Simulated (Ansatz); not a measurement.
# Ir(110) / 3 layers Au(110) / Ir(110): resistance against film thickness

Aim: what a thin film of another metal adds to the resistance, first Ir(110) / 3 layers Au(110) / Ir(110).

Method: Ansatz plane-wave DFT, PBEsol, PAW files; ballistic transport by layer matching (Landauer), zero bias; PAW set soft_1, in the first sound run; inputs show where later runs differ, in Ansatz 0.2.0.

## 1. Set-up

The cell holds 16 atoms: 13 Ir and 3 Au. Cell: a = 2.715 Å, b = 3.839 Å, c = 22.527 Å, α = 90.0°, β = 90.0°, γ = 90.0°. It derives from Ir and Au. Regions: lead, 13 atoms (13 Ir); films, 3 atoms (3 Au). The structure is stacked along c, and the current runs across the ab planes.

## 2. With 3 layers

The film is laid into the lead at the lead's in-plane lattice, and the cell closes on the lead's own image. The mesh across the current, 26×20, is finer than the density's, because channels open and close sharply across the zone. Energies from -1 to 1 eV in steps of 0.036 eV cover the slope of the Fermi function at 300 K, so the program can form a conductance.

The input, input.yaml:

```yaml
crystal:
  lattice:
    - [2.7148657757, 0.0, 0.0]
    - [0.0, 3.8394, 0.0]
    - [0.0, 0.0, 22.5272034827]
  atoms:
    - { symbol: Ir, position: [0.0, 0.0, 0.0301287483] }
    - { symbol: Ir, position: [0.5, 0.5, 0.0903862449] }
    - { symbol: Ir, position: [0.0, 0.0, 0.1506437416] }
    - { symbol: Ir, position: [0.5, 0.5, 0.2109012382] }
    - { symbol: Ir, position: [0.0, 0.0, 0.2711587348] }
    - { symbol: Ir, position: [0.5, 0.5, 0.3314162314] }
    - { symbol: Au, position: [0.0, 0.0, 0.3976537371] }
    - { symbol: Au, position: [0.5, 0.5, 0.4698712517] }
    - { symbol: Au, position: [0.0, 0.0, 0.5420887663] }
    - { symbol: Ir, position: [0.5, 0.5, 0.6083262719] }
    - { symbol: Ir, position: [0.0, 0.0, 0.6685837686] }
    - { symbol: Ir, position: [0.5, 0.5, 0.7288412652] }
    - { symbol: Ir, position: [0.0, 0.0, 0.7890987618] }
    - { symbol: Ir, position: [0.5, 0.5, 0.8493562584] }
    - { symbol: Ir, position: [0.0, 0.0, 0.9096137551] }
    - { symbol: Ir, position: [0.5, 0.5, 0.9698712517] }
kpoints:
  mp_grid: { grid: [14, 10, 2] }
hamiltonian:
  xc: pbesol
  pseudopotentials: { kind: paw, azcp: { folder: soft_1 }, xc_functional: pbe }
scf:
  occupations: { method: fermi_dirac, width: 0.1 }
output:
  transmission: { leads: [[0, 1]], kmesh: [26, 20], e_range: [-1.0, 1.0], de: 0.036 }
  write_potential: true
  write_density: true
  volumetric_format: npy
  elf: true
```

Launch:

```console
ansatz run input.yaml --threads 4 --pin off --max-ram 8192MiB --backend cpu --events-out ev --progress --plain --runs-dir out
```

Numbers of over 12 decimals in the logs are rounded to 6 here.

Output:

```text
Engine: ansatz 0.2.0, x86_64-unknown-linux-gnu
Pseudopotentials: kind: paw
Pseudopotential: Ir, paw, valence charge 17, recommended cutoff 420 eV (normal), soft_1/Ir.paw.azcp
Pseudopotential: Au, paw, valence charge 19, recommended cutoff 420 eV (normal), soft_1/Au.paw.azcp
Functional definition: PBEsol
  exchange = pbesol_x
  correlation = pbesol_c
Crystal: 16 atoms, lattice volume = 234.811 Å³
Basis set: ecut = 420 eV, 4615 PW (Γ)
Bands: 167, of which v1, the nominal top of the filled ones, is band 139 counted from 1 (138 counted from 0)
Symmetry: 8 space group operations
Space group: Pmmm (ITA 47), of the structure as read, at distance tolerance 6.2e-5 Å
k-points: 96 of 280
Non-local potential: Ir, projectors of the file, l = 0: 3, l = 1: 2, l = 2: 2, l = 3: 1
Non-local potential: Au, projectors of the file, l = 0: 3, l = 1: 2, l = 2: 2, l = 3: 1
PAW form: soft (Blöchl's): semilocal exchange-correlation on the pseudo side does not see the compensation charge
PAW frozen core: Ir, regenerated for the run's functional, and the local potential with it (the file was generated under x = pbe(κ = 0.804, μ = 0.219515), c = pbe(β = 0.066725))
PAW frozen core: Au, regenerated for the run's functional, and the local potential with it (the file was generated under x = pbe(κ = 0.804, μ = 0.219515), c = pbe(β = 0.066725))
PAW one-centre angular grid: Ir, 590 points (default); XC on 64 Gauss nodes
PAW one-centre angular grid: Au, 590 points (default); XC on 64 Gauss nodes
Initial density: superposition of atomic densities (chi_scale 0.1, normalization cell, long waves of neutral atoms (reshape's long-wave potential 11.66 eV rms, cloud 2.77 Å wide))
Initial wavefunctions: pseudopotential atomic-orbital guess
Functional: x = pbesol(κ = 0.804, μ = 0.123457), c = pbesol(β = 0.046)
SCF iter   1: F=—  HF=-192475.243936 eV  |F-HF|=—  |Δ(HF+E_count)|=         —  Δρ=3.24e-1  dr2=4.34e3  ethr=3.10e-3  ⟨swp⟩=5.8  Hψ=55361  notcnv=0  defer=99
preconditioner: auto → Kerker (q_TF=auto, 2.806 Å⁻¹)  [metal: Δε(μ)=0.001 eV  Ē_g=7.991 eV  σ=0.100 eV  W_gap=0.00  n_scr=76 (ndim 8)  ℏωp=29.7 eV  f_vac=0.000  D(μ)=17.12/eV (n_scr^D=204)]
SCF iter   2: F=—  HF=-192441.848152 eV  |F-HF|=—  |Δ(HF+E_count)|=    3.34e1  Δρ=1.37e-1  dr2=9.13e2  ethr=3.10e-3  ⟨swp⟩=2.9  Hψ=33062  notcnv=0  defer=670
SCF iter   3: F=—  HF=-192433.273280 eV  |F-HF|=—  |Δ(HF+E_count)|=    8.57e0  Δρ=3.21e-2  dr2=9.34e1  ethr=3.10e-3  ⟨swp⟩=2.9  Hψ=25794  notcnv=0  defer=671
SCF iter   4: F=—  HF=-192431.886927 eV  |F-HF|=—  |Δ(HF+E_count)|=    1.39e0  Δρ=1.85e-2  dr2=3.82e1  ethr=3.10e-3  ⟨swp⟩=2.1  Hψ=29242  notcnv=0  defer=709
SCF iter   5: F=—  HF=-192431.434395 eV  |F-HF|=—  |Δ(HF+E_count)|=   4.53e-1  Δρ=1.26e-2  dr2=1.60e1  ethr=3.10e-3  ⟨swp⟩=1.4  Hψ=16077  notcnv=0  defer=704
SCF iter   6: F=—  HF=-192431.226416 eV  |F-HF|=—  |Δ(HF+E_count)|=   2.08e-1  Δρ=7.65e-3  dr2=5.11e0  ethr=3.10e-3  ⟨swp⟩=1.3  Hψ=17862  notcnv=0  defer=707
SCF iter   7: F=—  HF=-192431.147749 eV  |F-HF|=—  |Δ(HF+E_count)|=   7.87e-2  Δρ=3.15e-3  dr2=8.48e-1  ethr=1.84e-3  ⟨swp⟩=1.2  Hψ=15998  notcnv=0  defer=728
SCF iter   8: F=—  HF=-192431.132414 eV  |F-HF|=—  |Δ(HF+E_count)|=   1.53e-2  Δρ=9.68e-4  dr2=7.77e-2  ethr=3.05e-4  ⟨swp⟩=1.3  Hψ=16971  notcnv=0  defer=733
SCF iter   9: F=—  HF=-192431.130853 eV  |F-HF|=—  |Δ(HF+E_count)|=   1.56e-3  Δρ=2.03e-4  dr2=1.43e-3  ethr=2.80e-5  ⟨swp⟩=1.1  Hψ=16242  notcnv=0  defer=729
SCF iter  10: F=—  HF=-192431.130822 eV  |F-HF|=—  |Δ(HF+E_count)|=   3.10e-5  Δρ=5.00e-5  dr2=5.97e-5  ethr=5.13e-7  ⟨swp⟩=1.4  Hψ=15671  notcnv=0  defer=723
SCF iter  11: F=—  HF=-192431.130186 eV  |F-HF|=—  |Δ(HF+E_count)|=   6.36e-4  Δρ=1.21e-5  dr2=1.60e-6  ethr=2.15e-8  ⟨swp⟩=1.8  Hψ=17250  notcnv=0  defer=724
SCF iter  12: F=-192431.130186 eV  HF=-192431.130186 eV  |F-HF|=3.68e-8  |Δ(HF+E_count)|=   6.00e-8  Δρ=3.03e-6  dr2=4.49e-8  ethr=3.60e-11  ⟨swp⟩=10.1  Hψ=65879  notcnv=0
SCF 1 converged in 12 iterations: F = -192431.130186 eV  dr2 = 4.49e-8
  greatest PAW one-centre occupation: 1.000 electrons in one spin orbital (limit 2), on the Au atom at site 8 (counted from 0), in its partial waves of l = 0
transmission: 725 of 7238 steps passed
transmission: 1454 of 7238 steps passed
[...]
transmission: 7238 of 7238 steps passed
SCF converged after 12 iterations
Free energy (F): -192431.130186 eV
Harris-Foulkes:  -192431.130186 eV  (|F-HF|=3.68e-8)
Internal energy: -192430.657979 eV  (E = F + TS)
E sigma→0 (E₀):  -192430.894083 eV
Entropy (-TS):   -0.472207 eV (-29.513 meV/atom)
Fermi energy:    24.462966 eV
--- Per-component energies (eV) ---
  E_band       = -1764.696827
  E_kinetic    = 8755.961482
  E_local      = -19712.353705  (includes V_loc(G=0)·N_el)
  E_nonlocal   = 2812.965981
  E_hartree    = 7683.820137
  E_xc         = -3622.211585
  E_vxc        = -4119.370876  (∫ρ·V_xc dr)
  E_paw        = -147459.305252  (= ΣΔE_a)
  E_vpaw       = -4869.545650  (= ΣTr[D̂ρ^β])
  E_aug_tail   = 0.009353  (compensation charges beyond the density's cutoff)
  E_ewald      = -40893.922497
  E_core_change = 4.378107  (= ΣΔE_core)
  E_smearing   = -0.472207  (= −TS)
  E_closure    = -0.000000  (closes the sum)
  Σ components = -192431.130186   (vs F -192431.130186, Δ=0.00e0)
--- Band table (eV; the first three rows and the last of 96) ---
  k-point 0: bands = [... 135 lower, 23.4056, 23.6016, 23.7060, 23.7262, 23.9551, 24.3574, 24.4028, 24.5339, ... 24 higher]
  k-point 1: bands = [... 135 lower, 23.3793, 23.7443, 23.7776, 23.9695, 24.0615, 24.2171, 24.3100, 24.5249, ... 24 higher]
  k-point 2: bands = [... 135 lower, 23.3614, 23.5114, 23.5232, 23.7749, 24.0826, 24.3246, 24.3525, 24.5918, ... 24 higher]
  k-point 95: bands = [... 135 lower, 25.1147, 25.1593, 25.2375, 25.3037, 25.3571, 25.3572, 25.4029, 25.4093, ... 24 higher]
--- Transmission ---
  basis      : 93 plane waves across, 47 finite elements along
  points     : 154, standing for a mesh of 26 x 20
  filling    : by the input's occupations and mesh, since the crystals that have channels conduct as metals do. If one of these is a semiconductor, that mesh has misplaced its level
  energies   : 56 from -1.000000 to 0.980000 eV about the Fermi level, 0.036000 eV apart; the leads are filled to 0.000000 eV, and channels, transmission and decay are at 0.008000 eV
  crystal 0  : Ir2, at the sites [0, 1], period 2.7149 Å, over 17.65 Å; its Hamiltonian steps by up to 12.2 meV
    offset         : up to 0.0000 Å between an atom of the period and one for which it stands
    filled         : 11.0 meV under the level at which it is neutral
    channels       : 2.750000e0 a spin
    conductance    : 2.0370e15 S/m² at 300 K; may be off by some 0.0 % by where its bands' edges are placed, 4.4 % from the k-mesh, 0.3 % from the distance to neutral
    slowest decay  : 0.0436 /Å at (0.5000, 0.2500)
  junction   : crystal 0 to crystal 0, 0.00 to 19.81 Å
    transmission   : 8.911771e-1 a spin
    conductance    : 6.6070e14 S/m² at 300 K (6.4895e14 on every other point, 6.6210e14 on every other energy)
    error estimate : 0.2 % from the energy spacing and 0.0 % from band edges of the leads and from resonances (wavevectors taken as independent; lower de), 4.6 % from the k-mesh, 4.2 % from the steps of its leads' Hamiltonians or their offsets (lay more layers), 0.0 % from the distance to neutral
    resistance     : 1.0227e-3 Ω µm² beyond half of each lead's own
```

The job ended after 12 min (4 threads of Intel Xeon Platinum 8259CL at 2.50GHz (Skylake/Cascade Lake), shared host; peak memory 2.8 GiB; 43 min of CPU time).

Numbers from this step:

```
free energy                                                                : -192431.1302 eV
energy at zero smearing                                                    : -192430.8941 eV
Fermi energy                                                               : 24.46 eV
cell area                                                                  : 10.42 Å²
step of the lead's potential                                               : 12.2 meV
ballistic conductance of the lead                                          : 2.04e15 S/m²
estimated errors of the lead's conductance                                 : 0, 4.4, 0.3 % (band edges, k-mesh, distance from neutral)
lead conductance per cell                                                  : 2.740 G₀
conductance of the junction                                                : 6.61e14 S/m²
junction conductance per cell                                              : 0.8888 G₀
estimated errors of the junction's conductance                             : 0.2, 0, 4.6, 4.2, 0 % (energy step, band edges, k-mesh, leads' steps, distance from neutral)
area resistance that the stack adds (contact term taken off, spin by spin) : 1.023 fΩ m²
```

Per spin. The transmission, zone mean by energy, zero at the Fermi level:

```
energy (eV)  transmission, zone mean
     -1.000                    0.853
     -0.964                    0.858
     -0.928                    0.849
     -0.856                    0.847
     -0.784                    0.831
     -0.712                    0.856
     -0.676                    0.861
     -0.604                    0.861
     -0.532                    0.880
     -0.496                    0.882
     -0.460                    0.880
     -0.388                    0.861
     -0.316                    0.866
     -0.244                    0.872
     -0.172                    0.874
     -0.100                    0.898
     -0.028                    0.882
      0.008                    0.891
      0.080                    0.884
      0.152                    0.858
      0.224                    0.878
      0.296                    0.891
      0.368                    0.900
      0.440                    0.914
      0.512                    0.905
      0.584                    0.906
      0.656                    0.932
      0.692                    0.940
      0.728                    0.952
      0.764                    0.931
      0.836                    0.934
      0.908                    0.932
      0.980                    0.938
```

Per spin. Open channels, zone mean, lead against energy, zero at the Fermi level:

```
energy (eV)  open channels, zone mean, lead
     -1.000                            2.51
     -0.928                            2.57
     -0.856                            2.51
     -0.784                            2.47
     -0.712                            2.50
     -0.676                            2.49
     -0.604                            2.48
     -0.532                            2.54
     -0.460                            2.55
     -0.388                            2.58
     -0.316                            2.62
     -0.244                            2.63
     -0.172                            2.64
     -0.100                            2.67
     -0.028                            2.72
      0.008                            2.75
      0.080                            2.77
      0.152                            2.75
      0.224                            2.85
      0.296                            2.97
      0.368                            3.04
      0.440                            3.12
      0.512                            3.09
      0.584                            3.13
      0.656                            3.28
      0.692                            3.28
      0.764                            3.23
      0.836                            3.16
      0.908                            2.90
      0.980                            2.57
```

Transmission over k1 and k2. At 0.0080 eV from the Fermi level.

Ten even steps from '0' (0.00) to '9' (2.01):
```
00005744544310134454475000
00005136884432344886315000
00003456688655568866543000
00014455566765676655544100
00120455554843484555540210
22323455584583854855543232
22454445675846485765444542
55444444687655567864444445
34534444378655568734444354
34542353268455548623532454
34534444378655568734444354
55444444687655567864444445
22454445675846485765444542
22323455584583854855543232
00120455554843484555540210
00014455566765676655544100
00003456688655568866543000
00005136884432344886315000
00005744544310134454475000
00005891013100013101985000
```
Columns: k1 (b1) from -0.5 to 0.462; rows upwards: k2 (b2) from -0.5 to 0.45.

Open channels over k1 and k2. At 0.0080 eV from the Fermi level.

Values, 12 rows by 16 columns, each cell a mean:
```
0.00 0.49 3.63 3.57 3.40 3.40 3.06 3.00 3.37 3.00 3.22 3.40 3.42 3.78 2.58 0.00
0.00 0.22 2.22 3.85 4.00 4.00 3.69 3.20 3.08 3.29 3.91 4.00 3.98 3.71 0.97 0.08
0.23 0.91 1.22 2.69 2.80 2.80 3.08 3.63 3.15 3.68 2.80 2.80 2.80 2.15 1.06 0.75
4.00 2.92 1.37 1.92 2.00 2.00 2.72 3.00 3.25 2.97 2.37 2.00 2.00 1.54 1.91 3.54
5.14 4.31 2.62 1.97 2.00 2.00 2.97 3.49 3.92 3.22 2.55 2.00 2.00 1.82 3.60 4.40
6.00 5.69 4.00 2.89 2.00 2.28 2.94 3.62 4.00 3.23 2.78 2.05 2.09 3.57 4.46 6.00
5.69 5.02 3.35 2.06 2.00 2.00 2.85 3.62 4.00 3.23 2.46 2.00 2.00 2.37 4.09 5.20
4.25 3.57 1.83 1.92 2.00 2.00 3.09 3.12 3.57 3.11 2.65 2.00 2.00 1.54 2.71 3.85
1.83 1.52 1.00 1.92 2.00 2.00 2.37 3.23 3.00 3.22 2.00 2.00 2.00 1.54 1.09 1.89
0.00 0.46 1.78 3.91 4.00 4.00 3.91 3.60 3.23 3.66 4.00 4.00 4.00 3.45 0.94 0.23
0.00 0.31 3.08 3.57 3.80 3.80 3.25 3.00 3.12 3.03 3.52 3.80 3.77 3.68 1.85 0.00
0.00 0.62 4.00 3.88 2.77 2.40 2.68 3.60 3.85 3.42 2.40 2.40 3.26 4.00 3.08 0.00
```
Columns: k1 (b1) from -0.5 to 0.462; rows upwards: k2 (b2) from -0.5 to 0.45.

ELF in the ca plane at fractional y = 0.000, with atoms of Ir and Au within 0.2 Å of it. It is the smooth field of the valence electrons, not physical close to the nuclei.

Ten even steps from '0' (0.11) to '9' (0.81), each cell a mean:
```
65653336666323565652125786520025686421266565
66642225665222356642113555310024555311246653
33321112333111233321012333210012333110123331
23220012332100123221001111100001111100122321
23221012222101123221001222100001222100122321
45531124554211245431113444310013444211135542
66652236666322466652124676420024676421256664
64653336556333564652125797520035797521265465
```
Columns run along c (16.0 Å, from fractional 0.01 to 0.72 of the cell), rows up along a (2.7 Å). Atoms in or near the plane, at fractional coordinates: Ir at (0.03, 0.00), Ir at (0.15, 0.00), Ir at (0.27, 0.00), Au at (0.40, 0.00), Au at (0.54, 0.00), Ir at (0.67, 0.00).

Electrostatic potential energy in the ca plane at fractional y = 0.000, with atoms of Ir and Au within 0.2 Å of it. With pseudopotentials it is smooth inside the atoms' cores, unlike the true potential.

Ten even steps from '0' (-52 eV) to '9' (27 eV), each cell a mean:
```
10048972002698510048985333599985333689830015
42369985325899742369997445799997445799963247
77789998778999977799999778999999778999987789
99999999999999999999999999999999999999999999
88899999889999988899999888999999888999998889
54579997446899854589998656899998656899975468
20158973113798620158996334699986334699841026
00038962001698400038984333589985333589730015
```
Columns run along c (16.0 Å, from fractional 0.01 to 0.72 of the cell; values clipped at the 3rd and 97th percentile), rows up along a (2.7 Å). Atoms in or near the plane, at fractional coordinates: Ir at (0.03, 0.00), Ir at (0.15, 0.00), Ir at (0.27, 0.00), Au at (0.40, 0.00), Au at (0.54, 0.00), Ir at (0.67, 0.00).

Valence density in the ca plane at fractional y = 0.000, with atoms of Ir and Au within 0.2 Å of it. It is the smooth field of the valence electrons, not physical close to the nuclei.

Ten even steps from '0' (0 e/Å³) to '9' (14 e/Å³), each cell a mean:
```
45410002553000146410002575100002585100025541
23200001221000023200000232000000232000012310
00000000000000000000000000000000000000000000
00000000000000000000000000000000000000000000
00000000000000000000000000000000000000000000
11100000110000011100000121000000121000001110
34310002442000134310001464100001464100014430
56520003664000156520002796200002796200025641
```
Columns run along c (16.0 Å, from fractional 0.01 to 0.72 of the cell), rows up along a (2.7 Å). Atoms in or near the plane, at fractional coordinates: Ir at (0.03, 0.00), Ir at (0.15, 0.00), Ir at (0.27, 0.00), Au at (0.40, 0.00), Au at (0.54, 0.00), Ir at (0.67, 0.00).

The lead's potential steps by 12 meV from period to period, small in itself. The program estimates the junction's conductance to 4.6 % from the k-mesh, 0 % from the leads' distance from neutral and 4.2 % from their steps.

By hand: 1/G − 1/G_lead = 1/0.6607 − 1/2.037 = 1.02 fΩ m² with G in 10¹⁵ S/m².

(Continued in part 2 of 3.)

[Logs are printed without paths, hosts, clocks, repeated set-up lines and the standing remarks that a program may print on its own settings, such as how far it seeks lower states.]

[Hosts, paths, dates, database ids (printed as entryN), source tags and the programs' standing remarks are cut or masked in the printed files.]
